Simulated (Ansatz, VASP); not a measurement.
## Two plane-wave programs on Mg5Ge

File INCAR:

```
SYSTEM = Mg5Ge
  PREC = Accurate
  ENCUT = 520
  EDIFF = 1E-7
  ISMEAR = -1
  SIGMA = 0.05
  LREAL = .FALSE.
  LASPH = .TRUE.
  NELM = 100
  ALGO = Normal
  ISIF = 2
  LWAVE = .FALSE.
  LCHARG = .FALSE.
  NBANDS = 21
```

The input KPOINTS:

```
Automatic mesh
0
G
  5 5 5
  0 0 0
```

File POSCAR:

```
Mg5Ge
1.0
    0.0000000000      4.0413915911      4.0413915911
    4.0413915911      0.0000000000      4.0413915911
    4.0413915911      4.0413915911      0.0000000000
Mg Ge
5 1
Direct
    0.7500000000      0.7500000000      0.7500000000
    0.3748300000      0.8755000000      0.3748300000
    0.3748300000      0.3748300000      0.8755000000
    0.8755000000      0.3748300000      0.3748300000
    0.3748300000      0.3748300000      0.3748300000
    0.0000000000      0.0000000000      0.0000000000
```

Input for Ansatz:

```yaml
crystal:
  lattice:
    - [0.0, 4.041391591053638, 4.041391591053638]
    - [4.041391591053638, 0.0, 4.041391591053638]
    - [4.041391591053638, 4.041391591053638, 0.0]
  atoms:
    - { symbol: Mg, position: [0.75, 0.75, 0.75] }
    - { symbol: Mg, position: [0.37483, 0.8755, 0.37483] }
    - { symbol: Mg, position: [0.37483, 0.37483, 0.8755] }
    - { symbol: Mg, position: [0.8755, 0.37483, 0.37483] }
    - { symbol: Mg, position: [0.37483, 0.37483, 0.37483] }
    - { symbol: Ge, position: [0.0, 0.0, 0.0] }
basis:
  ecutwfc: 500.0
kpoints:
  mp_grid:
    grid: [5, 5, 5]
hamiltonian:
  xc: lda
  pseudopotentials:
    kind: paw
scf:
  occupations:
    method: fermi_dirac
    width: 0.05
output:
  stress: true
```

The cell comes from a database or a generator and needn't be the stable form of this composition.

Alike in both runs: task single point; functional LDA; k mesh 5 × 5 × 5; occupations fermi-dirac, width 0.05 eV; no spin polarisation.

|  | VASP | Ansatz |
| --- | --- | --- |
| version | VASP 6.6.1 | Ansatz 0.2.0 |
| potentials or method | VASP PAW LDA potentials, release 64 (Mg, Ge_d) | plane waves, PAW |
| plane-wave cutoff (eV) | 520 | 500 |
| valence electrons in the cell | 24 | 64 |

|  | VASP | Ansatz | Ansatz less VASP |
| --- | --- | --- | --- |
| pressure (GPa) | -1.4 | -1.0 | +0.35 |

The two sets of potentials don't hold the same shells in valence. Ansatz warned: «structure_snapped_to_symmetry».
